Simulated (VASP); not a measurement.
Write the native input for VASP 6.6.1 that does the following.

```yaml
Task: single point
Functional: PBE
Dispersion: D3(BJ)
Potentials_or_basis: VASP PAW PBE potentials, release 64 (B, N)
Cutoff: 520 eV
k_mesh: 12 × 12 × 4
Occupations: gaussian, width 0.01 eV
Spin: no spin polarisation
Dipole_correction: no
Further_INCAR_settings: ALGO = Normal; EDIFF = 1e-06; NBANDS = 16
```

The structure of BN lies in POSCAR:

```
BN
1.0
    2.5064237052      0.0000000000      0.0000000000
   -1.2532118526      2.1706266014      0.0000000000
    0.0000000000      0.0000000000      6.6156725754
B N
2 2
Direct
    0.3333333333      0.6666666667      0.2500000000
    0.6666666667      0.3333333333      0.7500000000
    0.3333333333      0.6666666667      0.7500000000
    0.6666666667      0.3333333333      0.2500000000
```

These files were run (other wordings do the same):

INCAR

```
SYSTEM = BN
PREC = Accurate
ENCUT = 520
EDIFF = 1E-6
ISMEAR = 0
SIGMA = 0.01
LREAL = .FALSE.
LASPH = .TRUE.
NELM = 100
ALGO = Normal
ISIF = 2
LWAVE = .FALSE.
LCHARG = .FALSE.
GGA = PE
IVDW = 12
NBANDS = 16
```

KPOINTS

```
Automatic mesh
0
G
  12 12 4
  0 0 0
```

Potentials or basis: VASP PAW PBE potentials, release 64 (B, N).

The run is started by

```bash
$ cat potpaw_PBE.64/B/POTCAR potpaw_PBE.64/N/POTCAR > POTCAR
$ mpirun -np 1 vasp_std > vasp.out
```

It gave:

The pressure is 0.1 GPa, the band gap on the k mesh is 4.27 eV, indirect (least direct gap 4.63 eV) and the dispersion energy per atom is -0.142 eV.

It took 13 s on 1 thread of Intel(R) Xeon(R) 6975P-C (Granite Rapids), on a shared host, peak memory 0.17 GiB.
